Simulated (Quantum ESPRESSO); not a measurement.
W:

```
W
1.0
    -1.58234    1.58234    1.58234
     1.58234   -1.58234    1.58234
     1.58234    1.58234   -1.58234
W
1
Direct
  0.00000 0.00000 0.00000
```

Base run:

| Quantity | Value |
| --- | --- |
| Program | Quantum ESPRESSO 7.5 |
| Functional | LDA |
| Potentials or basis | SG15 PBE 1.2 |
| Cutoff | 1020 eV |
| Density cutoff | 4082 eV |
| k mesh | 12 × 12 × 12 |
| Occupations | fermi-dirac, width 0.05 eV |
| Spin | no spin polarisation |

Its results: band gap on the k mesh none (metal or under the smearing width); pressure -17.8 GPa.

After a change of settings the same cell gave: band gap on the k mesh none (metal or under the smearing width); pressure 13.0 GPa. Which change was it?
A. functional from LDA to PBEsol
B. functional from LDA to revPBE
C. functional from LDA to SCAN; k mesh from 12 × 12 × 12 to 9 × 9 × 9
D. functional from LDA to AM05

B.

revPBE binds less tightly than LDA, so the same cell stands under more pressure.

Caveats: the potentials were made for another functional, which shifts forces and pressure; spin-orbit coupling is left out, which moves the levels of the heavy elements.

Runs at the PBE level aren't shown here.
